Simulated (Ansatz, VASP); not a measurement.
PbO2: VASP beside Ansatz

INCAR

```
PREC = Accurate ; ENCUT = 520
EDIFF = 1E-6 ; ISMEAR = 0
SIGMA = 0.1 ; LREAL = F
LASPH = T ; NELM = 60
ALGO = Normal ; ISIF = 2
LWAVE = F ; LCHARG = F
GGA = PS ; NBANDS = 20
```

KPOINTS

```
regular mesh
0
Gamma
  6 6 6
```

File POSCAR:

```
PbO2
1.0
    0.0000000000      2.7019920000      2.7019920000
    2.7019920000      0.0000000000      2.7019920000
    2.7019920000      2.7019920000      0.0000000000
Pb O
1 2
Direct
    0.0000000000      0.0000000000      0.0000000000
    0.2500000000      0.2500000000      0.2500000000
    0.7500000000      0.7500000000      0.7500000000
```

Input for Ansatz:

```yaml
crystal:
  lattice:
    - [0.0, 2.701992, 2.701992]
    - [2.701992, 0.0, 2.701992]
    - [2.701992, 2.701992, 0.0]
  atoms:
    - { symbol: Pb, position: [0.0, 0.0, 0.0] }
    - { symbol: O, position: [0.25, 0.25, 0.25] }
    - { symbol: O, position: [0.75, 0.75, 0.75] }
basis:
  ecutwfc: 420
  xc_grid: 1
kpoints:
  mp_grid: { grid: [6, 6, 6] }
hamiltonian:
  xc: pbesol
scf:
  occupations: { method: gaussian, width: 0.1 }
output:
  forces: true
  stress: true
  eigenvalues: true
```

Alike in both runs: task single point; functional PBEsol; k mesh 6 × 6 × 6; occupations gaussian, width 0.1 eV; no spin polarisation.

|  | VASP | Ansatz |
| --- | --- | --- |
| version | VASP 6.6.1 | Ansatz 0.2.0 |
| potentials or method | VASP PAW PBE potentials, release 64 (Pb_d, O) | scalar-relativistic, plane waves, PAW |
| plane-wave cutoff (eV) | 520 | 420 |
| valence electrons in the cell | 26 | 26 |

VASP gave:

- gap on the k mesh at the Fermi level (eV): none
- pressure (GPa): -5.9

Task: What did Ansatz give for the same quantities?

Result: gap on the k mesh at the Fermi level (eV): none; pressure (GPa): -6.0.

A gap of «none» marks a metal or a gap that the smearing closes.

Caveats: the PAW data sets were made with another functional, which shifts forces and pressure a little (VASP). The runs have no spin-orbit coupling, so splittings on Pb are missing.
